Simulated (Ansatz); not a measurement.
# PbF2 (Fluorocronite) (Fm-3m) in Ansatz: further runs

Runs on PbF2 (Fluorocronite). Level: PBEsol. Tasks: band structure.

All numbers are computed with Ansatz 0.2.0; they aren't measurements. Logs are shortened: lines on timing, memory, paths and dates and some standing lists are left out, and cuts for length are marked.

**1. The structure**

It takes space group Fm-3m (No. 225, cubic). The conventional cell has a = 5.927 Å, b = 5.927 Å, c = 5.927 Å, α = 90.00°, β = 90.00°, γ = 90.00°. Around Pb (site symmetry m-3m) lie 8 F at 2.57 Å. Around F (site symmetry -43m) lie 4 Pb at 2.57 Å.

**2. Band structure, PBEsol**

Input file input.yaml:

```yaml
crystal:
  lattice:
    - [0.0, 2.96366, 2.96366]
    - [2.96366, 0.0, 2.96366]
    - [2.96366, 2.96366, 0.0]
  atoms:
    - { symbol: Pb, position: [0.0, 0.0, 0.0] }
    - { symbol: F, position: [0.75, 0.75, 0.75] }
    - { symbol: F, position: [0.25, 0.25, 0.25] }
kpoints:
  mp_grid: { grid: [8, 8, 8] }
  band_path:
    path:
      - [0.0, 0.0, 0.0]
      - [0.5, 0.0, 0.5]
      - [0.5, 0.25, 0.75]
      - [0.375, 0.375, 0.75]
      - [0.0, 0.0, 0.0]
      - [0.5, 0.5, 0.5]
      - [0.625, 0.25, 0.625]
      - [0.5, 0.25, 0.75]
    npoints: 8
scf:
  occupations: { method: fermi_dirac, width: 0.05 }
hamiltonian:
  xc: pbesol
  pseudopotentials: { kind: all_electron, datasets: crystal }
output:
  forces: true
  stress: true
  eigenvalues: true
```

Potentials or basis: all-electron PAW datasets made for the crystal.

Run with:

```sh
$ ansatz run input.yaml --threads 2 --pin off --max-ram 8192MiB --backend cpu --events-out ev --progress --plain --runs-dir out
```

Output:

```text
Warning: RAYON_NUM_THREADS=2 ignored (pool sized by the plan → 2); use --threads N
hamiltonian.pseudopotentials.datasets: crystal makes datasets for this crystal and solves the spheres of its atoms anew in each pass: cutoff 280.0 eV, the density's 1120.0 eV; for an error of 0.50 meV an atom under PBE, 1.5 meV for the cell; an energy difference from a run of another recipe may be off by several times the error for the cell, under r2SCAN by more, where some 0.1 meV an atom stays at smaller errors; F in spheres of 1.191 Å, 7 of its electrons in bands; Pb in spheres of 1.376 Å, 14 of its electrons in bands, 8 on its site; only band paths and densities of states list, in semicore columns, the levels of the semicore shells that are solved separately: 5s of Pb, 5p of Pb
Engine: ansatz 0.2.0, aarch64-unknown-linux-gnu
Pseudopotentials: kind: all_electron
Pseudopotential: Pb, paw, valence charge 22, recommended cutoff 280 eV (normal), crystal/all_electron/pbesol/scalar/gaussian/Pb, Koelling and Harmon's equation, gaussian nucleus
Pseudopotential: F, paw, valence charge 7, recommended cutoff 280 eV (normal), crystal/all_electron/pbesol/scalar/gaussian/F, Koelling and Harmon's equation, gaussian nucleus
Functional definition: PBEsol
  exchange = pbesol_x
  correlation = pbesol_c
Crystal: 3 atoms, lattice volume = 52.061 Å³
Basis set: ecut = 280 eV, 537 PW (Γ), exchange–correlation on 48×48×48 points (8 copies of the dense FFT grid, shifted against one another)
Bands: 18, of which v1, the nominal top of the filled ones, is band 14 counted from 1 (13 counted from 0)
Symmetry: 48 space group operations
Space group: Fm-3m (ITA 225), of the structure as read, at distance tolerance 3.7e-5 Å
k-points: 29 of 512
Non-local potential: Pb, projectors of the file, l = 0: 1, l = 1: 1, l = 2: 2
Non-local potential: F, projectors of the file, l = 0: 2, l = 1: 2
PAW form: soft (Blöchl's): semilocal exchange-correlation on the pseudo side does not see the compensation charge
PAW one-centre angular grid: Pb, 590 points (default); XC on its mesh's 1809 points in the sphere
PAW one-centre angular grid: F, 110 points (default); XC on its mesh's 1987 points in the sphere
Initial density: superposition of atomic densities (neutral atoms: chi_scale 0, normalization atom)
Initial wavefunctions: pseudopotential atomic-orbital guess
Functional: x = pbesol(κ = 0.804, μ = 0.12345679012345678), c = pbesol(β = 0.046)
iter 1 solved again at ethr=1.80e-2 eV; its pass at ethr=1.00e-1 eV (dr2=5.05e0 eV) is discarded
SCF iter   1: F=—  HF=-573339.945267 eV  |F-HF|=—  |Δ(HF+E_count)|=         —  Δρ=9.34e-2  dr2=5.12e0  ethr=1.80e-2  ⟨swp⟩=2.1  Hψ=2484  notcnv=0
preconditioner: auto → none  [insulator: Δε(μ)=5.312 eV  Ē_g=17.625 eV  σ=0.050 eV  W_gap=1.00  n_scr=14 (ndim 8)  ℏωp=27.2 eV  f_vac=0.054  D(μ)=0.00/eV (n_scr^D=0)  ε∞_Penn≈3.4]
SCF iter   2: F=—  HF=-573338.839388 eV  |F-HF|=—  |Δ(HF+E_count)|=    1.11e0  Δρ=5.46e-2  dr2=1.03e0  ethr=1.80e-2  ⟨swp⟩=3.1  Hψ=1392  notcnv=0
SCF iter   3: F=—  HF=-573338.313638 eV  |F-HF|=—  |Δ(HF+E_count)|=   5.26e-1  Δρ=1.27e-2  dr2=1.15e-1  ethr=3.67e-3  ⟨swp⟩=3.0  Hψ=1370  notcnv=0
iter 4 solved again at ethr=1.81e-5 eV; its pass at ethr=4.11e-4 eV (dr2=5.06e-3 eV) is discarded
SCF iter   4: F=—  HF=-573338.312330 eV  |F-HF|=—  |Δ(HF+E_count)|=   1.31e-3  Δρ=3.31e-3  dr2=5.03e-3  ethr=1.81e-5  ⟨swp⟩=2.0  Hψ=2335  notcnv=0
SCF iter   5: F=—  HF=-573338.310843 eV  |F-HF|=—  |Δ(HF+E_count)|=   1.49e-3  Δρ=7.64e-4  dr2=2.71e-4  ethr=1.80e-5  ⟨swp⟩=2.9  Hψ=1005  notcnv=0
SCF iter   6: F=—  HF=-573338.310790 eV  |F-HF|=—  |Δ(HF+E_count)|=   5.35e-5  Δρ=3.50e-5  dr2=6.03e-7  ethr=9.67e-7  ⟨swp⟩=3.0  Hψ=1310  notcnv=0
SCF iter   7: F=—  HF=-573338.310765 eV  |F-HF|=—  |Δ(HF+E_count)|=   2.41e-5  Δρ=1.76e-5  dr2=9.68e-8  ethr=2.16e-9  ⟨swp⟩=3.7  Hψ=1354  notcnv=0
SCF iter   8: F=-573338.310766 eV  HF=-573338.310766 eV  |F-HF|=4.51e-8  |Δ(HF+E_count)|=   1.11e-7  Δρ=9.32e-6  dr2=5.39e-8  ethr=3.46e-10  ⟨swp⟩=3.0  Hψ=1044  notcnv=0
SCF 1 converged in 8 iterations: F = -573338.310764 eV  dr2 = 5.39e-8
  Residual-converged pass: ⟨swp⟩=3.0  Hψ=1034  notcnv=0  max |occ|·‖R‖ = 6.4e-6 eV (tolerance 6.5e-6 eV)  dr2=5.36e-8  dr2_onsite=2.14e-8  max |Δocc| = 0.0e0
NSCF: frozen V_eff on 57 k-points
SCF converged after 8 iterations
Free energy (F): -573338.310764 eV
Harris-Foulkes:  -573338.310764 eV  (|F-HF|=4.51e-8)
Internal energy: -573338.310764 eV  (E = F + TS)
E sigma→0 (E₀):  -573338.310764 eV
Past the cutoff: the bands carry plane waves up to 1.75 times it, of which those up to 1.5 times it add -0.000159 eV an atom, each by itself; the spheres take 0.000223 eV an atom off the energy for waves past 1.75 times it
By the cutoff:   a pressure is off by up to 0.007 GPa (1.2 times the spheres' own share and the shells' term, over an atom's volume, and 0.004 GPa: a bound that held against runs at twice the plane waves)
Past the cutoffs: a stress includes 0.0033 GPa for waves and charges beyond them, in addition to the slope of what the spheres take
In the spheres:  the bands' charges fall short by 3.6e-7 e at most (sound up to 1e-3), those of shells solved beside the bands by 6.5e-8 e (sound up to 5e-4)
Fermi energy:    9.844105 eV
--- Per-component energies (eV) ---
  E_band       = -49.683218
  E_kinetic    = 323.345099
  E_local      = -3926.359982  (includes V_loc(G=0)·N_el)
  E_nonlocal   = 176.359816
  E_hartree    = 1963.557377
  E_xc         = -142.691234
  E_vxc        = -181.146908  (∫ρ·V_xc dr)
  E_paw        = -578102.136765  (= ΣΔE_a)
  E_vpaw       = -10709.625924  (= ΣTr[D̂ρ^β])
  E_ewald      = -3971.016999
  E_smearing   = -0.000000  (= −TS)
  E_closure    = 10340.631923  (closes the sum)
  Σ components = -573338.310764   (vs F -573338.310764, Δ=0.00e0)
  The terms above E_closure are by the made datasets' own strengths, without shells solved beside the bands.
--- Forces (eV/Å), atoms counted from 1 ---
  atom   1  Pb    -0.00000000    -0.00000000     0.00000000
  atom   2  F     -0.00000000     0.00000000    -0.00000000
  atom   3  F      0.00000000    -0.00000000     0.00000000
  max |Σ_I F_I| component: 1.62e-17 eV/Å
--- Stress (GPa, compression-positive) ---
       -1.063969      -0.000000      -0.000000
       -0.000000      -1.063969       0.000000
        0.000000      -0.000000      -1.063969
  P = ⅓ Tr σ = -1.0640 GPa (-10.640 kbar)
  It holds what live shells' own plane waves past their cutoff add
--- Band table (eV; the first three rows and the last of 29) ---
  k-point 0: bands = ["-13.3710", "-12.7329", "-6.7751", "-6.7751", "-6.7751", "-6.7100", "-6.7100", "2.9191", "5.1259", "5.1259", "5.1259", "5.6275", "5.6275", "5.6275", "14.2874", "14.2874"]
  k-point 1: bands = ["-13.3401", "-12.7610", "-6.7686", "-6.7686", "-6.7420", "-6.7100", "-6.7100", "2.6551", "4.9941", "5.0934", "5.0934", "5.6026", "5.6026", "6.0412", "13.7526", "14.4168"]
  k-point 2: bands = ["-13.2587", "-12.8339", "-6.7579", "-6.7579", "-6.7049", "-6.7049", "-6.6640", "2.1621", "4.8034", "5.0166", "5.0166", "5.5427", "5.5427", "6.7639", "13.0285", "14.7340"]
  k-point 28: bands = ["-13.0282", "-13.0282", "-6.7314", "-6.7000", "-6.6844", "-6.6130", "-6.6130", "1.1725", "3.8499", "4.9104", "4.9104", "5.9951", "6.1213", "7.6136", "13.5780", "13.5780"]
```

Run time: 6.2 s. Hardware: 2 threads of Arm Neoverse V2, shared host; peak memory 0.47 GiB.

What came out:

* Free energy: -573338.3108 eV
* Pressure: -1.1 GPa
* Band gap on the k mesh: 4.30 eV, indirect (least direct gap 4.45 eV)
* Band gap along the path: 4.30 eV, indirect (least direct gap 4.45 eV)

Levels at the corners of the path, in eV from the valence-band top:
```tsv
point	band 12	band 13	band 14	band 15	band 16	band 17
Γ	-1.99	-1.99	-1.99	6.67	6.67	6.67
X	-1.55	-1.55	-0.15	4.30	7.82	7.82
W	-1.62	-1.49	0.00	5.96	5.96	7.40
K	-1.71	-1.57	-0.03	5.22	6.59	7.81
Γ	-1.99	-1.99	-1.99	6.67	6.67	6.67
L	-2.15	-2.15	-0.03	4.93	7.58	7.58
U	-1.71	-1.57	-0.03	5.22	6.59	7.81
W	-1.62	-1.49	0.00	5.96	5.96	7.40
```

Caveat: spin-orbit coupling is left out, which as a rule narrows the gap of such compounds by several tenths of an eV.

**3. Band structure, PBEsol**

input.yaml: that of step 2 with these lines changed.

```diff
@@ -26,3 +26,6 @@
   xc: pbesol
-  pseudopotentials: { kind: all_electron, datasets: crystal }
+  pseudopotentials:
+    kind: all_electron
+    lapw: { basis_error: 0.002 }
+    dirac_shells: { Pb: ["4p", "4d"] }
 output:
```

Potentials or basis: all-electron LAPW, inner shells corrected to Dirac's equation.

Run with:

```sh
$ ansatz run input.yaml --threads 2 --pin off --max-ram 8192MiB --backend cpu --events-out ev --progress --plain --runs-dir out
```

Run time: 9.4 s. Hardware: 2 threads of Arm Neoverse V2, shared host; peak memory 0.32 GiB.

The run converged. Its results:

| Quantity | Value |
| --- | --- |
| Free energy | -574596.8543 eV |
| Pressure | -1.0 GPa |
| Band gap on the k mesh | 4.30 eV, indirect (least direct gap 4.45 eV) |
| Band gap along the path | 4.30 eV, indirect (least direct gap 4.45 eV) |

Levels at the corners of the path, in eV from the valence-band top:
```
point  band 21  band 22  band 23  band 24  band 25  band 26  band 27  band 28  band 29  band 30
    Γ    -2.49    -2.49    -1.99    -1.99    -1.99     6.68     6.68     6.68    10.52    14.97
    X    -3.60    -1.56    -1.56    -1.56    -0.15     4.30     7.82     7.82     8.81    14.04
    W    -2.71    -2.71    -1.62    -1.50     0.00     5.96     5.96     7.40    10.03    14.38
    K    -3.36    -2.08    -1.71    -1.57    -0.03     5.22     6.59     7.81     9.70    15.16
    Γ    -2.49    -2.49    -1.99    -1.99    -1.99     6.68     6.68     6.68    10.52    14.97
    L    -2.71    -2.71    -2.16    -2.16    -0.03     4.93     7.58     7.58    13.07    13.60
    U    -3.36    -2.08    -1.71    -1.57    -0.03     5.22     6.59     7.81     9.70    15.16
    W    -2.71    -2.71    -1.62    -1.50     0.00     5.96     5.96     7.40    10.03    14.38
```

Caveat: spin-orbit coupling is left out, which as a rule narrows the gap of such compounds by several tenths of an eV. A hybrid or GW would open this gap; PBEsol tends to underestimate it.
